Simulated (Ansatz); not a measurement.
# Ir: pressure up to the limit of the methods, part 1 of 2

How does Ir (sc type) answer strong compression, and how long do frozen cores keep up with all electrons? Methods of the runs shown: LAPW, crystal datasets and norm-conserving. Companion runs by PAW are cited. Its runs: the reference run (LAPW); volume scaled by 1 (crystal datasets and norm-conserving); volume scaled by 0.9 (LAPW); volume scaled by 0.8 (LAPW and crystal datasets); volume scaled by 0.7 (LAPW); volume scaled by 0.6 (LAPW); volume scaled by 0.5 (LAPW and crystal datasets); volume scaled by 0.4 (LAPW, crystal datasets and norm-conserving).

This is Ir in the simple cubic structure; at room conditions it is fcc.

Program: Ansatz 0.2.0. Level of theory: DFT PBE, with the methods named in each step. These are calculated values, not measurements.

1 further run of the same task is left out (it didn't finish).

### 1 The structure to begin with

The structure is cubic, space group Pm-3m (No. 221). The conventional cell has a = 2.571 Å, b = 2.571 Å, c = 2.571 Å, α = 90.00°, β = 90.00°, γ = 90.00°. Ir (site symmetry m-3m) is surrounded by 6 Ir at 2.57 Å.

Structure file:

```cif
data_structure
_symmetry_space_group_name_H-M 'P 1'
_symmetry_Int_Tables_number 1
_cell_length_a 2.5709
_cell_length_b 2.5709
_cell_length_c 2.5709
_cell_angle_alpha 90.000
_cell_angle_beta 90.000
_cell_angle_gamma 90.000
_cell_volume 16.99
loop_
_atom_site_label
_atom_site_type_symbol
_atom_site_fract_x
_atom_site_fract_y
_atom_site_fract_z
_atom_site_occupancy
Ir1 Ir 0.00000 0.00000 0.00000 1
```

Whether this phase is the stable one at these pressures isn't tested.

### 2 The reference volume, LAPW

File input.yaml:

```yaml
crystal:
  lattice:
    - [2.570910372, 0.0, 0.0]
    - [0.0, 2.570910372, 0.0]
    - [0.0, 0.0, 2.570910372]
  atoms:
    - { symbol: Ir, position: [0.0, 0.0, 0.0] }
kpoints:
  mp_grid: { grid: [17, 17, 17] }
  band_path:
    path:
      - [0.0, 0.0, 0.0]
      - [0.0, 0.5, 0.0]
      - [0.5, 0.5, 0.0]
      - [0.0, 0.0, 0.0]
      - [0.5, 0.5, 0.5]
      - [0.0, 0.5, 0.0]
      - [0.5, 0.5, 0.5]
      - [0.5, 0.5, 0.0]
    npoints: 14
scf:
  occupations: { method: fermi_dirac, width: 0.08 }
hamiltonian:
  xc: pbe
  pseudopotentials: { kind: all_electron, lapw: { basis_error: 0.001 } }
output:
  forces: true
  stress: true
  eigenvalues: true
  populations: true
  dos: { projected: true, de: 0.2, e_range: [-14, 8] }
```

Command:

```sh
$ ansatz run input.yaml --threads 1 --pin off --max-ram 2048MiB --backend cpu --events-out ev --progress --plain --runs-dir out
```

Output, shortened:

```text
Ir: projections on atomic orbitals take those of the free atom 1s2 2s2 2p6 3s2 3p6 3d10 4s2 4p6 4d10 4f14 5s2 5p6 5d7 6s2, of charge +0.00 (hamiltonian.pseudopotentials.projection_atoms)
LAPW: plane waves up to 9.215 Å⁻¹, error target 1.0e-3 eV per atom; small_component_spin mean_spin; Ir in spheres of 1.285 Å, 47 of its electrons in bands, Dirac shells []
[...]
Pseudopotentials: kind: all_electron
Pseudopotential: Ir, LAPW, valence charge 47, Koelling and Harmon's equation, gaussian nucleus
Functional definition: PBE
[...]
Crystal: 1 atoms, lattice volume = 16.993 Å³
Basis set: ecut = 323.56390186161656 eV, 251 PW (Γ), exchange–correlation at level 2
[...]
NSCF: frozen V_eff on 99 k-points
SCF converged after 6 iterations
Free energy (F): -485024.996085 eV
[...]
E sigma→0 (E₀):  -485024.980968 eV
Entropy (-TS):   -0.030234 eV (-30.234 meV/atom)
Fermi energy:    25.412604 eV
[...]
--- Forces (eV/Å), atoms counted from 1 ---
  atom   1  Ir     0.00000000    -0.00000000    -0.00000000
[...]
--- Stress (GPa, compression-positive) ---
       -0.056901      -0.000000       0.000000
       -0.000000      -0.056901       0.000000
        0.000000       0.000000      -0.056901
  P = ⅓ Tr σ = -0.0569 GPa (-0.569 kbar)
--- Band table (eV; the first three rows and the last of 165) ---
[...]
--- Löwdin populations: 1 site ---
  site symbol       q [e]
     0     Ir     76.8699
  spilling = 0.001690 (of n_electrons = 77.000000)
```

It took 28 s on 1 thread of Arm Neoverse V1, shared host; peak memory 0.43 GiB.

Result: pressure -0.06 GPa; no gap.

Levels at the path's labelled points, in eV from the Fermi level:

```tsv
point	band 20	band 21	band 22	band 23	band 24	band 25	band 26
Γ	-9.07	-5.92	-5.92	1.29	1.29	1.29	15.32
X	-6.13	-5.20	-1.44	-1.44	-0.88	1.57	5.88
M	-6.35	-4.67	-0.92	-0.92	3.34	4.50	4.50
Γ	-9.07	-5.92	-5.92	1.29	1.29	1.29	15.32
R	-5.11	-5.11	-5.11	3.53	3.53	9.11	10.67
X	-6.13	-5.20	-1.44	-1.44	-0.88	1.57	5.88
R	-5.11	-5.11	-5.11	3.53	3.53	9.11	10.67
M	-6.35	-4.67	-0.92	-0.92	3.34	4.50	4.50
```

States per cell, counted by energy window (eV from the Fermi level, on a grid of 0.20 eV):

```tsv
from	to	total	Ir 5d	Ir 6s
-10	-9	0.00	0.00	0.00
-9	-8	0.05	0.00	0.04
-8	-7	0.12	0.01	0.11
-7	-6	0.29	0.10	0.18
-6	-5	1.39	1.12	0.26
-5	-4	1.74	1.58	0.14
-4	-3	1.30	1.21	0.06
-3	-2	0.97	0.90	0.05
-2	-1	1.42	1.34	0.05
-1	0	1.52	1.40	0.09
0	1	1.35	1.17	0.12
1	2	0.76	0.57	0.10
2	3	0.38	0.19	0.09
3	4	0.26	0.08	0.07
4	5	0.17	0.02	0.06
```

### 3 Volume scaled by 1, crystal datasets

File input.yaml:

```yaml
crystal:
  lattice:
    - [2.570910372, 0.0, 0.0]
    - [0.0, 2.570910372, 0.0]
    - [0.0, 0.0, 2.570910372]
  atoms:
    - { symbol: Ir, position: [0.0, 0.0, 0.0] }
kpoints:
  mp_grid: { grid: [17, 17, 17] }
scf:
  occupations: { method: fermi_dirac, width: 0.08 }
hamiltonian:
  xc: pbe
  pseudopotentials: { kind: all_electron, datasets: crystal }
output:
  forces: true
  stress: true
  eigenvalues: true
```

Command:

```sh
$ ansatz run input.yaml --threads 1 --pin off --max-ram 2048MiB --backend cpu --events-out ev --progress --plain --runs-dir out
```

Output, shortened:

```text
[...]
[... 1 set-up line as earlier in the session ...]
Pseudopotential: Ir, paw, valence charge 31, recommended cutoff 340 eV (normal), Koelling and Harmon's equation, gaussian nucleus
[... 1 set-up line as earlier in the session ...]
[...]
Crystal: 1 atoms, lattice volume = 16.993 Å³
Basis set: ecut = 340 eV, 251 PW (Γ), exchange–correlation on 32×32×32 points (8 copies of the dense FFT grid, shifted against one another)
[...]
  atom   1  Ir     0.00000000     0.00000000     0.00000000
[...]
--- Stress (GPa, compression-positive) ---
       -0.058330       0.000000      -0.000000
       -0.000000      -0.058330       0.000000
        0.000000       0.000000      -0.058330
  P = ⅓ Tr σ = -0.0583 GPa (-0.583 kbar)
  It holds what live shells' own plane waves past their cutoff add
--- Band table (eV; the first three rows and the last of 165) ---
  k-point 0: bands = ["16.3389", "19.4938", "19.4938", "26.7066", "26.7066", "26.7066", "40.7338"]
[...]
```

It took 8.5 s on 1 thread of Arm Neoverse V1, shared host; peak memory 0.46 GiB.

In short: pressure -0.06 GPa; no gap.

### 4 Volume scaled by 1, norm-conserving

Edit input.yaml of step 3 so:

```diff
@@ -13,3 +13,3 @@
   xc: pbe
-  pseudopotentials: { kind: all_electron, datasets: crystal }
+  pseudopotentials: { kind: nc }
 output:
```

Command:

```sh
$ ansatz run input.yaml --threads 1 --pin off --max-ram 2048MiB --backend cpu --events-out ev --progress --plain --runs-dir out
```

Output, shortened:

```text
[...]
Pseudopotentials: kind: nc
Pseudopotential: Ir, nc, valence charge 17, recommended cutoff 925.187132 eV (normal), Ir.nc.azcp
[... 1 set-up line as earlier in the session ...]
[...]
Crystal: 1 atoms, lattice volume = 16.993 Å³
Basis set: ecut = 925.187132 eV, 1045 PW (Γ), exchange–correlation on 54×54×54 points (8 copies of the dense FFT grid, shifted against one another)
[...]
  atom   1  Ir    -0.00000000     0.00000000     0.00000000
[...]
--- Stress (GPa, compression-positive) ---
        0.063467       0.000000       0.000000
        0.000000       0.063467       0.000000
        0.000000       0.000000       0.063467
  P = ⅓ Tr σ = 0.0635 GPa (0.635 kbar)
--- Band table (eV; the first three rows and the last of 165) ---
  k-point 0: bands = ["-71.8370", "-28.3002", "-28.3002", "-28.3002", "11.2929", "14.4477", "14.4477", "21.6680", "21.6680", "21.6680", "35.6900", "35.6900", "35.6900"]
[...]
```

Wall time 6.1 s (1 thread of Arm Neoverse V1, shared host); peak memory 0.29 GiB.

In short: pressure 0.06 GPa; no gap.

### 5 Volume scaled by 0.9, LAPW

File input.yaml:

```yaml
crystal:
  lattice:
    - [2.4821866729, 0.0, 0.0]
    - [0.0, 2.4821866729, 0.0]
    - [0.0, 0.0, 2.4821866729]
  atoms:
    - { symbol: Ir, position: [0.0, 0.0, 0.0] }
kpoints:
  mp_grid: { grid: [17, 17, 17] }
scf:
  occupations: { method: fermi_dirac, width: 0.08 }
hamiltonian:
  xc: pbe
  pseudopotentials: { kind: all_electron, lapw: { basis_error: 0.001 } }
output:
  forces: true
  stress: true
  eigenvalues: true
  populations: true
```

Command:

```sh
$ ansatz run input.yaml --threads 1 --pin off --max-ram 2048MiB --backend cpu --events-out ev --progress --plain --runs-dir out
```

Output, shortened:

```text
Ir: projections on atomic orbitals take those of the free atom 1s2 2s2 2p6 3s2 3p6 3d10 4s2 4p6 4d10 4f14 5s2 5p6 5d7 6s2, of charge +0.00 (hamiltonian.pseudopotentials.projection_atoms)
LAPW: plane waves up to 9.631 Å⁻¹, error target 1.0e-3 eV per atom; small_component_spin mean_spin; Ir in spheres of 1.241 Å, 47 of its electrons in bands, Dirac shells []
[...]
[... 1 set-up line as earlier in the session ...]
[...]
--- Forces (eV/Å), atoms counted from 1 ---
  atom   1  Ir    -0.00000000    -0.00000000     0.00000000
[...]
--- Stress (GPa, compression-positive) ---
       33.530227      -0.000000       0.000000
       -0.000000      33.530227       0.000000
        0.000000       0.000000      33.530227
  P = ⅓ Tr σ = 33.5302 GPa (335.302 kbar)
--- Band table (eV; the first three rows and the last of 165) ---
[...]
--- Löwdin populations: 1 site ---
  site symbol       q [e]
     0     Ir     76.8690
  spilling = 0.001701 (of n_electrons = 77.000000)
```

It took 23 s on 1 thread of Arm Neoverse V1, shared host; peak memory 0.43 GiB.

Result: pressure 33.53 GPa; no gap.

### 6 Volume scaled by 0.8, LAPW

Edit input.yaml of step 5 so:

```diff
@@ -2,5 +2,5 @@
   lattice:
-    - [2.4821866729, 0.0, 0.0]
-    - [0.0, 2.4821866729, 0.0]
-    - [0.0, 0.0, 2.4821866729]
+    - [2.386621775, 0.0, 0.0]
+    - [0.0, 2.386621775, 0.0]
+    - [0.0, 0.0, 2.386621775]
   atoms:
```

Command:

```sh
$ ansatz run input.yaml --threads 1 --pin off --max-ram 2048MiB --backend cpu --events-out ev --progress --plain --runs-dir out
```

Output, shortened:

```text
Ir: projections on atomic orbitals take those of the free atom 1s2 2s2 2p6 3s2 3p6 3d10 4s2 4p6 4d10 4f14 5s2 5p6 5d7 6s2, of charge +0.00 (hamiltonian.pseudopotentials.projection_atoms)
LAPW: plane waves up to 10.124 Å⁻¹, error target 1.0e-3 eV per atom; small_component_spin mean_spin; Ir in spheres of 1.193 Å, 47 of its electrons in bands, Dirac shells []
[...]
[... 1 set-up line as earlier in the session ...]
[...]
--- Forces (eV/Å), atoms counted from 1 ---
  atom   1  Ir     0.00000000    -0.00000000     0.00000000
[...]
--- Stress (GPa, compression-positive) ---
       94.639298      -0.000000       0.000000
       -0.000000      94.639298       0.000000
        0.000000       0.000000      94.639298
  P = ⅓ Tr σ = 94.6393 GPa (946.393 kbar)
--- Band table (eV; the first three rows and the last of 165) ---
[...]
--- Löwdin populations: 1 site ---
  site symbol       q [e]
     0     Ir     76.8688
  spilling = 0.001704 (of n_electrons = 77.000000)
```

Run time: 24 s. Hardware: 1 thread of Arm Neoverse V1, shared host; peak memory 0.44 GiB.

Read from it: pressure 94.64 GPa; no gap.

### 7 Volume scaled by 0.8, crystal datasets

Edit input.yaml of step 6 so:

```diff
@@ -13,3 +13,3 @@
   xc: pbe
-  pseudopotentials: { kind: all_electron, lapw: { basis_error: 0.001 } }
+  pseudopotentials: { kind: all_electron, datasets: crystal }
 output:
@@ -18,2 +18 @@
   eigenvalues: true
-  populations: true
```

Command:

```sh
$ ansatz run input.yaml --threads 1 --pin off --max-ram 2048MiB --backend cpu --events-out ev --progress --plain --runs-dir out
```

Output, shortened:

```text
[...]
[... 1 set-up line as earlier in the session ...]
Pseudopotential: Ir, paw, valence charge 31, recommended cutoff 440 eV (normal), Koelling and Harmon's equation, gaussian nucleus
[... 1 set-up line as earlier in the session ...]
[...]
Crystal: 1 atoms, lattice volume = 13.594 Å³
Basis set: ecut = 440 eV, 257 PW (Γ), exchange–correlation on 36×36×36 points (8 copies of the dense FFT grid, shifted against one another)
[...]
  atom   1  Ir    -0.00000000     0.00000000    -0.00000000
[...]
--- Stress (GPa, compression-positive) ---
       94.636716      -0.000000       0.000000
       -0.000000      94.636716       0.000000
        0.000000       0.000000      94.636716
  P = ⅓ Tr σ = 94.6367 GPa (946.367 kbar)
  It holds what live shells' own plane waves past their cutoff add
--- Band table (eV; the first three rows and the last of 165) ---
  k-point 0: bands = ["22.2379", "25.3342", "25.3342", "35.3075", "35.3075", "35.3075", "50.0870"]
[...]
```

Wall time 9.6 s (1 thread of Arm Neoverse V1, shared host); peak memory 0.46 GiB.

Result: pressure 94.64 GPa; no gap.

### 8 Volume scaled by 0.7, LAPW

File input.yaml:

```yaml
crystal:
  lattice:
    - [2.2827216074, 0.0, 0.0]
    - [0.0, 2.2827216074, 0.0]
    - [0.0, 0.0, 2.2827216074]
  atoms:
    - { symbol: Ir, position: [0.0, 0.0, 0.0] }
kpoints:
  mp_grid: { grid: [17, 17, 17] }
scf:
  occupations: { method: fermi_dirac, width: 0.08 }
hamiltonian:
  xc: pbe
  pseudopotentials: { kind: all_electron, lapw: { basis_error: 0.001 } }
output:
  forces: true
  stress: true
  eigenvalues: true
  populations: true
```

Command:

```sh
$ ansatz run input.yaml --threads 1 --pin off --max-ram 2048MiB --backend cpu --events-out ev --progress --plain --runs-dir out
```

Output, shortened:

```text
Ir: projections on atomic orbitals take those of the free atom 1s2 2s2 2p6 3s2 3p6 3d10 4s2 4p6 4d10 4f14 5s2 5p6 5d7 6s2, of charge +0.00 (hamiltonian.pseudopotentials.projection_atoms)
LAPW: plane waves up to 10.722 Å⁻¹, error target 1.0e-3 eV per atom; small_component_spin mean_spin; Ir in spheres of 1.141 Å, 47 of its electrons in bands, Dirac shells []
[...]
[... 1 set-up line as earlier in the session ...]
[...]
--- Forces (eV/Å), atoms counted from 1 ---
  atom   1  Ir     0.00000000    -0.00000000     0.00000000
[...]
--- Stress (GPa, compression-positive) ---
      207.951513      -0.000000       0.000000
       -0.000000     207.951513       0.000000
        0.000000       0.000000     207.951513
  P = ⅓ Tr σ = 207.9515 GPa (2079.515 kbar)
--- Band table (eV; the first three rows and the last of 165) ---
[...]
--- Löwdin populations: 1 site ---
  site symbol       q [e]
     0     Ir     76.8702
  spilling = 0.001685 (of n_electrons = 77.000000)
```

It took 23 s on 1 thread of Arm Neoverse V1, shared host; peak memory 0.44 GiB.

Result: pressure 207.95 GPa; no gap.

### 9 Volume scaled by 0.6, LAPW

File input.yaml:

```yaml
crystal:
  lattice:
    - [2.1683897873, 0.0, 0.0]
    - [0.0, 2.1683897873, 0.0]
    - [0.0, 0.0, 2.1683897873]
  atoms:
    - { symbol: Ir, position: [0.0, 0.0, 0.0] }
kpoints:
  mp_grid: { grid: [17, 17, 17] }
  band_path:
    path:
      - [0.0, 0.0, 0.0]
      - [0.0, 0.5, 0.0]
      - [0.5, 0.5, 0.0]
      - [0.0, 0.0, 0.0]
      - [0.5, 0.5, 0.5]
      - [0.0, 0.5, 0.0]
      - [0.5, 0.5, 0.5]
      - [0.5, 0.5, 0.0]
    npoints: 8
scf:
  occupations: { method: fermi_dirac, width: 0.08 }
hamiltonian:
  xc: pbe
  pseudopotentials: { kind: all_electron, lapw: { basis_error: 0.001 } }
output:
  forces: true
  stress: true
  eigenvalues: true
  populations: true
  dos: { projected: true, de: 0.2, e_range: [-14, 8] }
```

Command:

```sh
$ ansatz run input.yaml --threads 1 --pin off --max-ram 2048MiB --backend cpu --events-out ev --progress --plain --runs-dir out
```

Output, shortened:

```text
Ir: projections on atomic orbitals take those of the free atom 1s2 2s2 2p6 3s2 3p6 3d10 4s2 4p6 4d10 4f14 5s2 5p6 5d7 6s2, of charge +0.00 (hamiltonian.pseudopotentials.projection_atoms)
LAPW: plane waves up to 11.465 Å⁻¹, error target 1.0e-3 eV per atom; small_component_spin mean_spin; Ir in spheres of 1.084 Å, 49 of its electrons in bands, Dirac shells []
[...]
[... 1 set-up line as earlier in the session ...]
[...]
--- Forces (eV/Å), atoms counted from 1 ---
  atom   1  Ir     0.00000000    -0.00000000     0.00000000
[...]
--- Stress (GPa, compression-positive) ---
      426.452369       0.000000       0.000000
        0.000000     426.452369       0.000000
        0.000000       0.000000     426.452369
  P = ⅓ Tr σ = 426.4524 GPa (4264.524 kbar)
--- Band table (eV; the first three rows and the last of 165) ---
[...]
--- Löwdin populations: 1 site ---
  site symbol       q [e]
     0     Ir     76.8701
  spilling = 0.001687 (of n_electrons = 77.000000)
```

Wall time 28 s (1 thread of Arm Neoverse V1, shared host); peak memory 0.46 GiB.

Read from it: pressure 426.45 GPa; no gap.

### 10 Volume scaled by 0.5, LAPW

File input.yaml:

```yaml
crystal:
  lattice:
    - [2.0405329145, 0.0, 0.0]
    - [0.0, 2.0405329145, 0.0]
    - [0.0, 0.0, 2.0405329145]
  atoms:
    - { symbol: Ir, position: [0.0, 0.0, 0.0] }
kpoints:
  mp_grid: { grid: [17, 17, 17] }
scf:
  occupations: { method: fermi_dirac, width: 0.08 }
hamiltonian:
  xc: pbe
  pseudopotentials: { kind: all_electron, lapw: { basis_error: 0.001 } }
output:
  forces: true
  stress: true
  eigenvalues: true
  populations: true
```

Command:

```sh
$ ansatz run input.yaml --threads 1 --pin off --max-ram 2048MiB --backend cpu --events-out ev --progress --plain --runs-dir out
```

Output, shortened:

```text
Ir: projections on atomic orbitals take those of the free atom 1s2 2s2 2p6 3s2 3p6 3d10 4s2 4p6 4d10 4f14 5s2 5p6 5d7 6s2, of charge +0.00 (hamiltonian.pseudopotentials.projection_atoms)
LAPW: plane waves up to 12.416 Å⁻¹, error target 1.0e-3 eV per atom; small_component_spin mean_spin; Ir in spheres of 1.020 Å, 49 of its electrons in bands, Dirac shells []
[...]
[... 1 set-up line as earlier in the session ...]
[...]
--- Forces (eV/Å), atoms counted from 1 ---
  atom   1  Ir    -0.00000000     0.00000000     0.00000000
[...]
--- Stress (GPa, compression-positive) ---
      875.926009       0.000000       0.000000
        0.000000     875.926009       0.000000
        0.000000       0.000000     875.926009
  P = ⅓ Tr σ = 875.9260 GPa (8759.260 kbar)
--- Band table (eV; the first three rows and the last of 165) ---
[...]
--- Löwdin populations: 1 site ---
  site symbol       q [e]
     0     Ir     76.8600
  spilling = 0.001818 (of n_electrons = 77.000000)
```

It took 34 s on 1 thread of Arm Neoverse V1, shared host; peak memory 0.46 GiB.

Read from it: pressure 875.93 GPa; no gap.

### 11 Volume scaled by 0.5, crystal datasets

Edit input.yaml of step 10 so:

```diff
@@ -13,3 +13,3 @@
   xc: pbe
-  pseudopotentials: { kind: all_electron, lapw: { basis_error: 0.001 } }
+  pseudopotentials: { kind: all_electron, datasets: crystal }
 output:
@@ -18,2 +18 @@
   eigenvalues: true
-  populations: true
```

Command:

```sh
$ ansatz run input.yaml --threads 1 --pin off --max-ram 2048MiB --backend cpu --events-out ev --progress --plain --runs-dir out
```

Output, shortened:

```text
[...]
[... 1 set-up line as earlier in the session ...]
Pseudopotential: Ir, paw, valence charge 31, recommended cutoff 540 eV (normal), Koelling and Harmon's equation, gaussian nucleus
[... 1 set-up line as earlier in the session ...]
[...]
Crystal: 1 atoms, lattice volume = 8.496 Å³
Basis set: ecut = 540 eV, 251 PW (Γ), exchange–correlation on 32×32×32 points (8 copies of the dense FFT grid, shifted against one another)
[...]
--- Stress (GPa, compression-positive) ---
      875.927627       0.000000       0.000000
        0.000000     875.927627       0.000000
        0.000000       0.000000     875.927627
  P = ⅓ Tr σ = 875.9276 GPa (8759.276 kbar)
  It holds what live shells' own plane waves past their cutoff add
--- Band table (eV; the first three rows and the last of 165) ---
  k-point 0: bands = ["-38.9216", "6.7688", "6.7688", "6.7688", "40.7983", "42.0021", "42.0021", "60.8154", "60.8154", "60.8154", "76.7136"]
[...]
```

It took 18 s on 1 thread of Arm Neoverse V1, shared host; peak memory 0.65 GiB.

This run gives: pressure 875.93 GPa; no gap.

(Continued in part 2 of 2.)
